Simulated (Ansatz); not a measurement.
Rock-salt NaBr was calculated with r²SCAN-D4 in Ansatz (PAW).

Settings: plane-wave cutoff 560 eV, 10×10×10 k mesh, Fermi–Dirac smearing 0.01 eV, scalar-relativistic PAW data made under PBE.

The cell is scaled about its equilibrium volume:

```json
[
 {"V (Å³/atom)": "24.434", "P (GPa)": "1.66", "direct gap at Γ (eV)": "5.244"},
 {"V (Å³/atom)": "24.954", "P (GPa)": "1.04", "direct gap at Γ (eV)": "5.167"},
 {"V (Å³/atom)": "25.474", "P (GPa)": "0.49", "direct gap at Γ (eV)": "5.093"},
 {"V (Å³/atom)": "25.994", "P (GPa)": "0.00", "direct gap at Γ (eV)": "5.023"},
 {"V (Å³/atom)": "26.514", "P (GPa)": "-0.44", "direct gap at Γ (eV)": "4.957"},
 {"V (Å³/atom)": "27.034", "P (GPa)": "-0.83", "direct gap at Γ (eV)": "4.895"},
 {"V (Å³/atom)": "27.554", "P (GPa)": "-1.18", "direct gap at Γ (eV)": "4.835"}
]
```

A straight line through the gaps at Γ against ln V gives a volume deformation potential dE_g(Γ)/d ln V of -3.4 eV: the gap at Γ widens under compression.

Measured, for comparison: band gap 7.1 eV (temperature not stated, not corrected to a static lattice; as tabulated in Aguado et al. (1998), arXiv:cond-mat/9809176).

Spin–orbit coupling is not included.

Ansatz is a first-principles code.
